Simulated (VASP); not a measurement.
# SnO (P6_3/mmc) in VASP: settings compared

One crystal, SnO, is run at these levels: r2SCAN, LDA; tasks: single point.

Everything below comes from runs of VASP 6.6.1. Logs are shortened: lines on timing, memory, paths and dates and some standing lists are left out, and cuts for length are marked.

### Step 1. The crystal as given

The structure is hexagonal, space group P6_3/mmc (No. 194). Conventional cell: a = 3.423 Å, b = 3.423 Å, c = 6.418 Å, α = 90.00°, β = 90.00°, γ = 120.00°. Sn (site symmetry -3m) has 6 O at 2.55 Å as nearest neighbours. O (site symmetry -6m2) is surrounded by 6 Sn at 2.55 Å.

The cell was built by a generator and needn't be a form met in nature.

### Step 2. Single point, r2SCAN

Input file POSCAR:

```
SnO
1.0
    3.4232701772      0.0000000000      0.0000000000
   -1.7116350886      2.9646389374      0.0000000000
    0.0000000000      0.0000000000      6.4179554290
Sn O
2 2
Direct
    0.0000000000      0.0000000000      0.0000000000
    0.0000000000      0.0000000000      0.5000000000
    0.3333333333      0.6666666667      0.2500000000
    0.6666666667      0.3333333333      0.7500000000
```

Input file INCAR.step1:

```
SYSTEM = SnO
ALGO = Normal
EDIFF = 1E-4
ENCUT = 520
GGA = PE
ISMEAR = -1
LASPH = .True.
LCHARG = .False.
LREAL = .False.
LWAVE = .True.
NBANDS = 28
NELM = 100
PREC = Accurate
SIGMA = 0.02
```

Input file INCAR.step2:

```
SYSTEM = SnO
ALGO = Normal
EDIFF = 1E-6
ENCUT = 520
ISIF = 2
ISMEAR = -1
ISTART = 1
LASPH = .True.
LCHARG = .True.
LELF = .True.
LMIXTAU = .True.
LREAL = .False.
LVHAR = .True.
LWAVE = .False.
METAGGA = R2SCAN
NBANDS = 28
NELM = 100
PREC = Accurate
SIGMA = 0.02
```

Input file KPOINTS:

```
k-points
0
Gamma
  6 6 2
  0 0 0
```

Potentials or basis: VASP PAW PBE potentials, release 64 (Sn_d, O).

On the command line:

```bash
$ cat potpaw_PBE.64/Sn_d/POTCAR potpaw_PBE.64/O/POTCAR > POTCAR
$ cp INCAR.step1 INCAR
$ mpirun -np 1 vasp_std > vasp.out
$ cp INCAR.step2 INCAR
$ mpirun -np 1 vasp_std > vasp.out
```

OUTCAR:

```text
SYSTEM = SnO
   EDIFF = 1E-6
   ENCUT = 520
   ISIF = 2
   ISMEAR = -1
   ISTART = 1
   LASPH = .True.
   LREAL = .False.
   METAGGA = R2SCAN
   NELM = 100
   PREC = Accurate

 ion  position               nearest neighbor table
   1  0.000  0.000  0.000-   3 2.55   4 2.55   3 2.55   4 2.55   4 2.55   3 2.55   2 3.21   2 3.21

   2  0.000  0.000  0.500-   3 2.55   4 2.55   3 2.55   4 2.55   4 2.55   3 2.55   1 3.21   1 3.21

   3  0.333  0.667  0.250-   1 2.55   2 2.55   1 2.55   2 2.55   1 2.55   2 2.55
   4  0.667  0.333  0.750-   1 2.55   2 2.55   1 2.55   2 2.55   1 2.55   2 2.55

  LATTYP: Found a hexagonal cell.
 ALAT       =     3.4232701772
 C/A-ratio  =     1.8748024832

  Lattice vectors:

 A1 = (   3.4232701772,   0.0000000000,   0.0000000000)
 A2 = (  -1.7116350886,   2.9646389374,   0.0000000000)
 A3 = (   0.0000000000,   0.0000000000,   6.4179554290)

Analysis of symmetry for initial positions (statically):
=====================================================================
 Subroutine PRICEL returns:
 Original cell was already a primitive cell.

 Routine SETGRP: Setting up the symmetry group for a
 hexagonal supercell.

 Subroutine GETGRP returns: Found 24 space group operations
 (whereof 12 operations were pure point group operations)
 out of a pool of 24 trial point group operations.

The static configuration has the point symmetry D_3d.
 The point group associated with its full space group is D_6h.

Analysis of symmetry for dynamics (positions and initial velocities):
=====================================================================
 Subroutine PRICEL returns:
 Original cell was already a primitive cell.

 Routine SETGRP: Setting up the symmetry group for a
 hexagonal supercell.

 Subroutine GETGRP returns: Found 24 space group operations
 (whereof 12 operations were pure point group operations)
 out of a pool of 24 trial point group operations.

The dynamic configuration has the point symmetry D_3d.
 The point group associated with its full space group is D_6h.

 Subroutine INISYM returns: Found 24 space group operations
 (whereof 12 operations are pure point group operations),
 and found     1 'primitive' translations

----------------------------------------------------------------------------------------

                                     Primitive cell

  volume of cell :      65.1343

  direct lattice vectors                    reciprocal lattice vectors
     3.423270177  0.000000000  0.000000000     0.292118340  0.168654602  0.000000000
    -1.711635089  2.964638937  0.000000000     0.000000000  0.337309204  0.000000000
     0.000000000  0.000000000  6.417955429     0.000000000  0.000000000  0.155812861

  length of vectors
     3.423270177  3.423270177  6.417955429     0.337309204  0.337309204  0.155812861

  position of ions in fractional coordinates (direct lattice)
     0.000000000  0.000000000  0.000000000
     0.000000000  0.000000000  0.500000000
     0.333333333  0.666666667  0.250000000
     0.666666667  0.333333333  0.750000000

  ion indices of the primitive-cell ions
   primitive index   ion index
                 1           1
                 2           2
                 3           3
                 4           4

----------------------------------------------------------------------------------------

 KPOINTS: k-points

Automatic generation of k-mesh.
 Grid dimensions read from file:
 generate k-points for:    6    6    2

 Generating k-lattice:

  Cartesian coordinates                     Fractional coordinates (reciprocal lattice)
     0.048686390  0.028109100  0.000000000     0.166666667  0.000000000  0.000000000
     0.000000000  0.056218201  0.000000000     0.000000000  0.166666667  0.000000000
     0.000000000  0.000000000  0.077906431     0.000000000  0.000000000  0.500000000

  Length of vectors
     0.056218201  0.056218201  0.077906431

  Shift w.r.t. Gamma in fractional coordinates (k-lattice)
     0.000000000  0.000000000  0.000000000

 Subroutine IBZKPT returns following result:
 ===========================================

 Found     14 irreducible k-points:

 Following reciprocal coordinates:
            Coordinates               Weight
  0.000000  0.000000  0.000000      1.000000
  0.166667  0.000000  0.000000      6.000000
  0.333333  0.000000  0.000000      6.000000
  0.500000  0.000000  0.000000      3.000000
  0.166667  0.166667  0.000000      6.000000
  0.333333  0.166667  0.000000     12.000000
  0.333333  0.333333  0.000000      2.000000
  0.000000  0.000000  0.500000      1.000000
  0.166667  0.000000  0.500000      6.000000
  0.333333  0.000000  0.500000      6.000000
  0.500000  0.000000  0.500000      3.000000
  0.166667  0.166667  0.500000      6.000000
  0.333333  0.166667  0.500000     12.000000
  0.333333  0.333333  0.500000      2.000000
   k-points           NKPTS =     14   k-points in BZ     NKDIM =     14   number of bands    NBANDS=     28
   number of dos      NEDOS =    301   number of ions     NIONS =      4
   total plane-waves  NPLWV =  37632
   dimension x,y,z NGX =    28 NGY =   28 NGZ =   48
   dimension x,y,z NGXF=    56 NGYF=   56 NGZF=   96
   ions per type =               2   2
   NGX,Y,Z   is equivalent  to a cutoff of  13.60, 13.60, 12.43 a.u.
   NGXF,Y,Z  is equivalent  to a cutoff of  27.20, 27.20, 24.87 a.u.
 SYSTEM =  SnO
   PREC   = accura    normal or accurate (medium, high low for compatibility)
   ISTART =      1    job   : 0-new  1-cont  2-samecut
   ICHARG =      0    charge: 1-file 2-atom 10-const
   ISPIN  =      1    spin polarized calculation?
   LNONCOLLINEAR =      F non collinear calculations
   LSORBIT =      F    spin-orbit coupling
   LASPH  =      T    aspherical Exc in radial PAW
   ENCUT  =  520.0 eV  38.22 Ry    6.18 a.u.   6.37  6.37 11.93*2*pi/ulx,y,z
   NELM   =    100;   NELMIN=  2; NELMDL=  0     # of ELM steps
   EDIFF  = 0.1E-05   stopping-criterion for ELM
   LREAL  =      F    real-space projection
   EDIFFG = 0.1E-04   stopping-criterion for IOM
   NSW    =      0    number of steps for IOM
   IBRION =     -1    ionic relax: 0-MD 1-quasi-New 2-CG
   NFREE  =      0    steps in history (QN), initial steepest desc. (CG)
   ISIF   =      2    stress and relaxation
   ISYM   =      2    0-nonsym 1-usesym 2-fastsym
   POTIM  = 0.5000    time-step for ionic-motion
   TEBEG  =    0.0;   TEEND  =   0.0 temperature during run
   PSTRESS=    0.0 pullay stress
   NELECT =      40.0000    total number of electrons
   NUPDOWN=      -1.0000    fix difference up-down
   EMIN   =  10.00;   EMAX   =-10.00  energy-range for DOS
   EFERMI =   0.00;   METHOD = LEGACY
   ISMEAR =    -1;   SIGMA  =   0.02  broadening in eV -4-tet -1-fermi 0-gaus
   EFERMI_NEDOS =   21; number of points for ismear=-14 and -15
   IALGO  =     38    algorithm
   IMIX   =      4    mixing-type and parameters
     AMIX     =   0.40;   BMIX     =  1.00
     AMIX_MAG =   1.60;   BMIX_MAG =  1.00
  volume/ion in A,a.u.               =      16.28       109.89
  Fermi-wavevector in a.u.,A,eV,Ry     =   1.391527  2.629605 26.345601  1.936347
  Thomas-Fermi vector in A             =   2.515357
   LORBIT       =      0    0 simple, 1 ext, 2 COOP (PROOUT), +10 PAW based schemes
   METAGGA = R2SCAN    functional components
   LHFCALC =     F    Hartree Fock is set to
   AEXX    =    0.0000 exact exchange contribution
   IVDW    =     0    specifies the selected vdW correction
   LEPSILON=     F    determine dielectric tensor
   LRPA    =     F    only Hartree local field effects (RPA)
 non-spin polarized calculation
  energy-cutoff  :      520.00
  volume of cell :       65.13
 maximum number of plane-waves:      1787
 NGX is ok and might be reduce to    28
   NGX = 13   NGY = 13   NGZ = 23

 number of electron      40.0000007 magnetization

 Free energy of the ion-electron system (eV)
  ---------------------------------------------------
  ext. energy  EPLUGINS =         0.00000000
  ---------------------------------------------------
  free energy    TOTEN  =       -64.20717397 eV

  energy without entropy =      -64.20567161  energy(sigma->0) =      -64.20642279

 E-fermi :   7.9871     XC(G=0): -11.5310

 val. band max:        7.9548735623   @ k =   0.1667   0.0000   0.0000
 cond. band min:       8.1929133567   @ k =   0.3333   0.3333   0.0000
 fundamental gap:      0.2380397944
 Fermi energy:         7.9870606895

 k-point     1 :       0.0000    0.0000    0.0000
  band No.  band energies     occupation
      1     -14.7877      2.00000
      2     -14.6426      2.00000
      3     -14.6426      2.00000
      4     -14.6283      2.00000
      5     -14.6282      2.00000
      6     -14.5881      2.00000
[... 20 lines left out ...]
     27      16.1859      0.00000
     28      19.1951      0.00000

 k-point     2 :       0.1667    0.0000    0.0000
  band No.  band energies     occupation
      1     -14.7720      2.00000
      2     -14.6815      2.00000
      3     -14.6361      2.00000
      4     -14.6309      2.00000
      5     -14.6106      2.00000
      6     -14.5981      2.00000
[... 20 lines left out ...]
     27      16.3307      0.00000
     28      17.5459      0.00000

 k-point     3 :       0.3333    0.0000    0.0000
  band No.  band energies     occupation
      1     -14.8123      2.00000
      2     -14.7449      2.00000
      3     -14.6581      2.00000
      4     -14.6440      2.00000
      5     -14.6052      2.00000
      6     -14.5585      2.00000
[... 20 lines left out ...]
     27      15.6115      0.00000
     28      19.0315      0.00000

 k-point     4 :       0.5000    0.0000    0.0000
  band No.  band energies     occupation
      1     -14.8724      2.00000
      2     -14.7391      2.00000
      3     -14.6700      2.00000
      4     -14.6420      2.00000
      5     -14.6109      2.00000
      6     -14.5735      2.00000
[... 268 lines left out ...]
     27      17.8502      0.00000
     28      17.8502      0.00000

 k-point    13 :       0.3333    0.1667    0.5000
  band No.  band energies     occupation
      1     -14.7247      2.00000
      2     -14.7247      2.00000
      3     -14.6418      2.00000
      4     -14.6418      2.00000
      5     -14.5941      2.00000
      6     -14.5941      2.00000
[... 20 lines left out ...]
     27      17.6248      0.00000
     28      17.6248      0.00000

 k-point    14 :       0.3333    0.3333    0.5000
  band No.  band energies     occupation
      1     -14.7158      2.00000
      2     -14.7158      2.00000
      3     -14.6046      2.00000
      4     -14.6046      2.00000
      5     -14.5979      2.00000
      6     -14.5979      2.00000
[... 20 lines left out ...]
     27      19.0914      0.00000
     28      19.0914      0.00000

------------------------ aborting loop because EDIFF is reached ----------------------------------------

  FORCE on cell =-STRESS in cart. coord.  units (eV):
  Direction    XX          YY          ZZ          XY          YZ          ZX
  --------------------------------------------------------------------------------------
  -------------------------------------------------------------------------------------
  Total       -0.3286671     -0.3286671      0.6076048      0.0000000     -0.0000000     -0.0000000
  in kB       -8.0845734     -8.0845734     14.9459005      0.0000000     -0.0000000     -0.0000000
  external PRESSURE =      -0.4077488 kB  Pullay stress =       0.0000000 kB

 VOLUME and BASIS-vectors are now :
 -----------------------------------------------------------------------------
  energy-cutoff  :      520.00
  volume of cell :       65.13
      direct lattice vectors                 reciprocal lattice vectors
     3.423270177  0.000000000  0.000000000     0.292118340  0.168654602  0.000000000
    -1.711635089  2.964638937  0.000000000     0.000000000  0.337309204  0.000000000
     0.000000000  0.000000000  6.417955429     0.000000000  0.000000000  0.155812861

 POSITION                                       TOTAL-FORCE (eV/Angst)
 -----------------------------------------------------------------------------------
      0.00000      0.00000      0.00000         0.000000      0.000000      0.000000
      0.00000      0.00000      3.20898         0.000000      0.000000      0.000000
     -0.00000      1.97643      1.60449        -0.000000      0.000000      0.000000
      1.71164      0.98821      4.81347         0.000000     -0.000000      0.000000
 -----------------------------------------------------------------------------------
    total drift:                                0.000000     -0.000000      0.000000

  FREE ENERGIE OF THE ION-ELECTRON SYSTEM (eV)
  ---------------------------------------------------
  free  energy   TOTEN  =       -64.2071739701 eV

  energy  without entropy=      -64.2056716115  energy(sigma->0) =      -64.20642279
```

It took 72 s on 1 thread of AMD EPYC 9R45 (Zen 5), shared host; peak memory 0.17 GiB.

Results:

```
Free energy            : -64.2072 eV
Pressure               : 0.0 GPa
Band gap on the k mesh : none (metal or under the smearing width)
```

Caveat: the k mesh is coarse (spacing up to 0.49 Å⁻¹), so the values aren't converged; the PAW data sets were made with another functional, which shifts forces and pressure a little.

### Step 3. Single point, LDA

Input file INCAR:

```
  PREC = Accurate
  ENCUT = 520
  EDIFF = 1E-6
  ISMEAR = -1
  SIGMA = 0.02
  LREAL = F
  LASPH = T
  NELM = 100
  ALGO = Normal
  ISIF = 2
  LWAVE = F
  LCHARG = F
  GGA = CA
  NBANDS = 28
```

Input file KPOINTS:

```
regular mesh
0
Gamma
  6 6 2
```

POSCAR is that of step 2.

Potentials or basis: VASP PAW LDA potentials, release 64 (Sn_d, O).

On the command line:

```bash
$ cat potpaw_LDA.64/Sn_d/POTCAR potpaw_LDA.64/O/POTCAR > POTCAR
$ mpirun -np 1 vasp_std > vasp.out
```

OUTCAR:

```text
PREC = Accurate
   ENCUT = 520
   EDIFF = 1E-6
   ISMEAR = -1
   LREAL = F
   LASPH = T
   NELM = 100
   ISIF = 2
   GGA = CA

 ion  position               nearest neighbor table
   1  0.000  0.000  0.000-   3 2.55   4 2.55   3 2.55   4 2.55   4 2.55   3 2.55   2 3.21   2 3.21

   2  0.000  0.000  0.500-   3 2.55   4 2.55   3 2.55   4 2.55   4 2.55   3 2.55   1 3.21   1 3.21

   3  0.333  0.667  0.250-   1 2.55   2 2.55   1 2.55   2 2.55   1 2.55   2 2.55
   4  0.667  0.333  0.750-   1 2.55   2 2.55   1 2.55   2 2.55   1 2.55   2 2.55

  LATTYP: Found a hexagonal cell.
 ALAT       =     3.4232701772
 C/A-ratio  =     1.8748024832

  Lattice vectors:

 A1 = (   3.4232701772,   0.0000000000,   0.0000000000)
 A2 = (  -1.7116350886,   2.9646389374,   0.0000000000)
 A3 = (   0.0000000000,   0.0000000000,   6.4179554290)

Analysis of symmetry for initial positions (statically):
=====================================================================
 Subroutine PRICEL returns:
 Original cell was already a primitive cell.

 Routine SETGRP: Setting up the symmetry group for a
 hexagonal supercell.

 Subroutine GETGRP returns: Found 24 space group operations
[... 160 lines left out ...]

 E-fermi :   7.6780     XC(G=0): -11.2401

 val. band max:        7.6458653761   @ k =   0.1667   0.0000   0.0000
 cond. band min:       7.8679712329   @ k =   0.3333   0.3333   0.5000
 fundamental gap:      0.2221058568
 Fermi energy:         7.6780454794

 k-point     1 :       0.0000    0.0000    0.0000
  band No.  band energies     occupation
      1     -14.1240      2.00000
      2     -13.9877      2.00000
      3     -13.9877      2.00000
      4     -13.9732      2.00000
      5     -13.9732      2.00000
      6     -13.9309      2.00000
[... 423 lines left out ...]
     27      18.1769      0.00000
     28      18.1769      0.00000

------------------------ aborting loop because EDIFF is reached ----------------------------------------

  FORCE on cell =-STRESS in cart. coord.  units (eV):
  Direction    XX          YY          ZZ          XY          YZ          ZX
  --------------------------------------------------------------------------------------
  -------------------------------------------------------------------------------------
  Total       -2.1230288     -2.1230288     -1.7753687      0.0000000      0.0000000      0.0000000
  in kB      -52.2223943    -52.2223943    -43.6706295      0.0000000      0.0000000      0.0000000
  external PRESSURE =     -49.3718060 kB  Pullay stress =       0.0000000 kB

 VOLUME and BASIS-vectors are now :
 -----------------------------------------------------------------------------
  energy-cutoff  :      520.00
  volume of cell :       65.13
      direct lattice vectors                 reciprocal lattice vectors
     3.423270177  0.000000000  0.000000000     0.292118340  0.168654602  0.000000000
    -1.711635089  2.964638937  0.000000000     0.000000000  0.337309204  0.000000000
     0.000000000  0.000000000  6.417955429     0.000000000  0.000000000  0.155812861

 POSITION                                       TOTAL-FORCE (eV/Angst)
 -----------------------------------------------------------------------------------
      0.00000      0.00000      0.00000         0.000000      0.000000     -0.000000
      0.00000      0.00000      3.20898         0.000000      0.000000     -0.000000
     -0.00000      1.97643      1.60449        -0.000000      0.000000      0.000000
      1.71164      0.98821      4.81347         0.000000     -0.000000      0.000000
 -----------------------------------------------------------------------------------
    total drift:                                0.000000     -0.000000      0.000000

  FREE ENERGIE OF THE ION-ELECTRON SYSTEM (eV)
  ---------------------------------------------------
  free  energy   TOTEN  =       -23.5723476953 eV

  energy  without entropy=      -23.5708433683  energy(sigma->0) =      -23.57159553
```

OSZICAR:

```text
N       E                     dE             d eps       ncg     rms          rms(c)
DAV:   1     0.418545209117E+03    0.41855E+03   -0.19687E+04   840   0.221E+03
DAV:   2     0.384424810983E+02   -0.38010E+03   -0.36347E+03   804   0.541E+02
DAV:   3    -0.237264070677E+02   -0.62169E+02   -0.60053E+02   892   0.181E+02
DAV:   4    -0.269548027222E+02   -0.32284E+01   -0.32159E+01   868   0.444E+01
DAV:   5    -0.270445034054E+02   -0.89701E-01   -0.89693E-01   932   0.783E+00    0.111E+01
DAV:   6    -0.241672963517E+02    0.28772E+01   -0.21100E+01  1224   0.497E+01    0.720E+00
DAV:   7    -0.236302079992E+02    0.53709E+00   -0.34856E+00   896   0.107E+01    0.209E+00
DAV:   8    -0.235850013691E+02    0.45207E-01   -0.31151E-01   808   0.328E+00    0.673E-01
DAV:   9    -0.235723242664E+02    0.12677E-01   -0.26375E-02  1096   0.123E+00    0.151E-01
DAV:  10    -0.235725585776E+02   -0.23431E-03   -0.55322E-03  1052   0.593E-01    0.118E-01
DAV:  11    -0.235723502819E+02    0.20830E-03   -0.12539E-03  1088   0.211E-01    0.230E-02
DAV:  12    -0.235723501733E+02    0.10858E-06   -0.78190E-05   800   0.515E-02    0.174E-02
DAV:  13    -0.235723477739E+02    0.23994E-05   -0.16394E-05   844   0.229E-02    0.370E-03
DAV:  14    -0.235723476953E+02    0.78584E-07   -0.98708E-07   416   0.729E-03
   1 F= -.23572348E+02 E0= -.23571596E+02  d E =-.150433E-02
```

stdout:

```text
POSCAR found type information on POSCAR SnO
 POSCAR found :  2 types and       4 ions
 scaLAPACK will be used
 LDA part: xc-table for (Slater(with rela. corr.)+CA(PZ))
 , standard interpolation
 POSCAR, INCAR and KPOINTS ok, starting setup
 FFT: planning ... GRIDC
 FFT: planning ... GRID_SOFT
 FFT: planning ... GRID
 WAVECAR not read
 entering main loop
```

Run time: 14 s. Hardware: 1 thread of AMD EPYC 9R45 (Zen 5), shared host; peak memory 0.13 GiB.

What came out:

| Item | Value |
| --- | --- |
| Free energy | -23.5723 eV |
| Pressure | -4.9 GPa |
| Band gap on the k mesh | none (metal or under the smearing width) |

Stress tensor (GPa, compression positive):
```
-5.22  0.00  0.00
 0.00 -5.22  0.00
 0.00  0.00 -4.37
```

Caveat: the k mesh is coarse (spacing up to 0.49 Å⁻¹), so the values aren't converged.
